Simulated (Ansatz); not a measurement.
# ZrO2 (fluorite): equation of state and elastic constants

The task here is to estimate one member of a computed series from the others.

Method: DFT r²SCAN, scalar-relativistic, plane waves, PAW, in Ansatz 0.2.0.

1 further run of the same task is left out (it didn't finish). Runs told in other sessions of the task aren't counted.

### The starting structure

It takes space group Fm-3m (No. 225, cubic). Conventional cell: a = 5.089 Å, b = 5.089 Å, c = 5.089 Å, α = 90.00°, β = 90.00°, γ = 90.00°. Around Zr (site symmetry m-3m) lie 8 O at 2.20 Å. O (site symmetry -43m) has 4 Zr at 2.20 Å in its first shell of neighbours.

As a file:

```cif
data_structure
_symmetry_space_group_name_H-M 'Fm-3m'
_symmetry_Int_Tables_number 225
_cell_length_a 5.0893
_cell_length_b 5.0893
_cell_length_c 5.0893
_cell_angle_alpha 90.000
_cell_angle_beta 90.000
_cell_angle_gamma 90.000
_cell_volume 131.82
loop_
_atom_site_label
_atom_site_type_symbol
_atom_site_symmetry_multiplicity
_atom_site_Wyckoff_symbol
_atom_site_fract_x
_atom_site_fract_y
_atom_site_fract_z
_atom_site_occupancy
Zr1 Zr 4 a 0.00000 0.00000 0.00000 1
O1 O 8 c 0.25000 0.75000 0.75000 1
```

This cell comes from an earlier session at r²SCAN: 10.985 Å³/atom at 0.01 GPa, on a 8×8×8 mesh.

Volume factors to run: 0.980, 1.020, 0.960, 1.040, 1.070.

Set-up of the first run:

Input file input.yaml:

```yaml
crystal:
  lattice:
    - [0.0, 2.5275645997, 2.5275645997]
    - [2.5275645997, 0.0, 2.5275645997]
    - [2.5275645997, 2.5275645997, 0.0]
  atoms:
    - { symbol: Zr, position: [0.0, 0.0, 0.0] }
    - { symbol: O, position: [0.25, 0.25, 0.25] }
    - { symbol: O, position: [0.75, 0.75, 0.75] }
basis:
  ecutwfc: 500
  ecutrho_ratio: 4
kpoints:
  mp_grid: { grid: [8, 8, 8] }
hamiltonian:
  xc: r2scan
scf:
  occupations: { method: gaussian, width: 0.05 }
output:
  forces: true
  stress: true
  eigenvalues: true
```

Launch:

```console
$ ansatz run input.yaml --threads 4 --pin off --max-ram 7168MiB --backend cpu --events-out ev --progress --plain --runs-dir out
```

Steps of the session up to this table: Scaling the volume by 0.980; Scaling the volume by 1.020; Scaling the volume by 0.960; Volume × 1.040; Volume × 1.070.

One of the session's tables, all rows but one given; the rest of the session is left out.

It belongs to the step «The fit». 

```
volume (Å³/atom)  energy (meV/atom)  pressure (GPa)  gap (eV)
          10.545              15.15           11.43      4.01
          10.765               3.66            5.42      3.95
          10.985               0.00            0.01      3.89
          11.204               3.39           -4.88      3.82
          11.424                  ?               ?         ?
          11.754              38.40          -15.10      3.67
```

Estimate the missing values for volume (Å³/atom) = 11.424.

Worked estimate for «energy (meV/atom)». A straight line through the neighbours (11.204, 3.39) and (11.754, 38.40) gives 3.39 + (38.40 − 3.39) × (11.424 − 11.204) / (11.754 − 11.204) = 17.39; a parabola fitted to 3 rows on both sides gives 12.85.

**Answer.** energy (meV/atom): 13.16; pressure (GPa): -9.29; gap (eV): 3.76. In «energy (meV/atom)» the line misses by +4.23 and the parabola by -0.31.
